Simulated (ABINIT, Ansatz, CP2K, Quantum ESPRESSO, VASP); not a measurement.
## One calculation of TiSi2, 6 ways

```
CELL_PARAMETERS angstrom
4.37464 0.00000 0.00000
-2.18732 3.78855 0.00000
0.00000 0.00000 2.56101
ATOMIC_POSITIONS crystal
Ti 0.99981 0.99711 0.01673
Si 0.33595 0.67828 0.48932
Si 0.66436 0.33168 0.49950
```

The cell comes from a database or a generator and needn't be the stable form of this composition.

Atoms were shifted at random by some hundredths of an Å from the given cell, which wasn't relaxed again for these runs.

Alike in all runs: task single point; functional PBE; k mesh 7 × 7 × 10; occupations fermi-dirac, width 0.05 eV; no spin polarisation; no spin-orbit coupling. Pressure is positive in compression and, in plane waves, holds the error of the finite cutoff, which Ansatz's Pulay term estimates and takes out.

```csv
program and potentials,plane-wave cutoff (eV),notes,pressure (GPa),largest force (eV/Å),energy over the undisturbed cell (meV/atom)
"Ansatz, Ansatz PAW",420,-,?,?,?
"VASP, PBE PAW files Si, Ti_sv, 520 eV",520,-,0.07,0.379,-
"ABINIT, JTH PAW PBE v2.0",408,-,0.31,0.379,4.62
"Ansatz, all-electron LAPW, scalar-relativistic",-,-,0.14,0.379,-
"CP2K, POTENTIAL_UZH Ti GTH-PBE-q12, Si GTH-PBE-q4; TZVP-MOLOPT-PBE-GTH basis",-,atomic basis,-0.15,0.380,4.38
"Quantum ESPRESSO, SSSP 1.3 efficiency PBE",748,-,0.16,0.380,4.63
```

Estimate from the other rows what the run with Ansatz, Ansatz PAW gave.

Pressure 0.15 GPa; largest force 0.379 eV/Å; energy over the undisturbed cell 4.61 meV/atom. Its pressure holds a Pulay term of +0.03 GPa. The other rows, which needn't bracket it: pressure -0.15 to 0.31; largest force 0.379 to 0.380; energy over the undisturbed cell 4.38 to 4.63.
